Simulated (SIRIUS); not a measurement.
## Hf in SIRIUS: the effect of dispersion

The system is Hf.

```
Hf
1.0
     3.19670    0.00000    0.00000
    -1.59835    2.76842    0.00000
     0.00000    0.00000    5.05780
Hf
2
Direct
  0.66667 0.33333 0.75000
  0.33333 0.66667 0.25000
```

Alike in all runs:

```yaml
Program: SIRIUS 7.12.0
Task: equation of state
Functional: PBE
Potentials_or_basis: all-electron FP-LAPW
Cutoff: 164 eV
Basis: apw+lo standard
k_mesh: 10 × 10 × 5
Occupations: fermi-dirac, width 0.05 eV
Spin: no spin polarisation
```

```tsv
dispersion	V0 of scaled cells (Å³/atom)	B0 (GPa)
none	22.49	107
D3	?	?
D3(BJ)	21.80	112
D4	22.18	109
```

Question: What does the run with dispersion D3 give?

Answer: V0 of scaled cells 21.77 Å³/atom; B0 110 GPa.

Caveats: the cell was scaled at fixed shape and fractional positions, which overstates the stiffness of a crystal with free parameters, most of all of layers and chains.
